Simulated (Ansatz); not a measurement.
BeS in Ansatz: the effect of functional

BeS:

```xyz
2
Lattice="0.0000 2.4250 2.4250 2.4250 0.0000 2.4250 2.4250 2.4250 0.0000" Properties=species:S:1:pos:R:3 pbc="T T T"
S     3.6375    3.6375    3.6375
Be    0.0000    0.0000    0.0000
```

Alike in all runs:

```yaml
Program: Ansatz 0.2.0
Task: single point
Potentials_or_basis: all-electron PAW datasets made for the crystal
k_mesh: 6 × 6 × 6
Occupations: fermi-dirac, width 0.05 eV
Spin: no spin polarisation
```

Question: One run gave: gap on the mesh 4.77 eV; pressure 0.2 GPa. Which functional did it use?
A. PBE
B. HSE06
C. PBE0

Answer: C.

```csv
functional,cutoff,gap on the mesh (eV),pressure (GPa)
PBE,280 eV (chosen from the basis error),3.11,1.6
HSE06,310 eV (chosen from the basis error),4.06,0.2
PBE0,310 eV (chosen from the basis error),4.77,0.2
```

A k mesh can miss the band edges.
